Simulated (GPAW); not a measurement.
Ti3Al:

```
Ti Al
1.0
     0.00000    3.23178    3.23178
     3.23178    0.00000    3.23178
     3.23178    3.23178    0.00000
Ti Al
3 1
Direct
  0.00000 0.00000 0.00000
  0.25000 0.25000 0.25000
  0.75000 0.75000 0.75000
  0.50000 0.50000 0.50000
```

The cell comes from a database or a generator and needn't be the stable form of this composition.

```yaml
Program: GPAW 26.7.0
Task: relaxation of cell and atoms
Functional: PBEsol
Dispersion: D3
Potentials_or_basis: PAW data sets generated in the run's folder for this functional
Cutoff: 600 eV
Basis: pw
k_mesh: 7 × 7 × 7
Occupations: fermi-dirac, width 0.05 eV
Spin: no spin polarisation
```

At the start: pressure -8.8 GPa; volume 16.88 Å³/atom.

Task: Where does the relaxation end?

Result: Over 4 steps the energy falls by 33.2 meV/atom and the volume is 15.58 Å³/atom (-7.7 %); space group Fm-3m (No. 225, to 0.05 Å).

Step by step:
```tsv
step	energy change (eV)	largest force (eV/Å)	pressure (GPa)	volume (Å³)
1	0.0000	0.0000	-8.83	67.51
2	-0.0326	0.0000	-7.89	66.84
3	-0.1304	0.0000	0.75	61.93
4	-0.1329	0.0000	-0.05	62.32
```

Final structure:
```
Ti Al
1.0
     0.00000    3.14671    3.14671
     3.14671    0.00000    3.14671
     3.14671    3.14671    0.00000
Ti Al
3 1
Direct
  0.00000 0.00000 0.00000
  0.25000 0.25000 0.25000
  0.75000 0.75000 0.75000
  0.50000 0.50000 0.50000
```

Caveat: later steps reuse the first step's grids; pairwise dispersion overbinds metals, which lowers pressure and volume.
